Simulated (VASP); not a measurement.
Input of a VASP 6.6.1 run:

INCAR

```
PREC = Accurate
ENCUT = 520
EDIFF = 1E-7
ISMEAR = -1
SIGMA = 0.05
LREAL = False
LASPH = True
NELM = 100
ALGO = Normal
ISIF = 2
LWAVE = False
LCHARG = False
GGA = PE
NBANDS = 7
```

File KPOINTS:

```
regular mesh
0
Gamma
  15 15 15
```

POSCAR

```
Be
1.0
   -1.2608980000      1.2156830000      1.2637960000
    1.2607320000     -1.2308510000      1.2787980000
    1.2654110000      1.2353640000     -1.2789640000
Be
1
Direct
    0.0027900000     -0.0044980000     -0.0071800000
```

Potentials or basis: VASP PAW PBE potentials, release 64 (Be).

Launch:

```sh
$ cat potpaw_PBE.64/Be/POTCAR > POTCAR
$ mpirun -np 1 vasp_std > vasp.out
```

(1) Predict the pressure.

(2) Predict the band gap on the k mesh.

Answers

(1) -0.6 GPa.

(2) none (metal or under the smearing width).
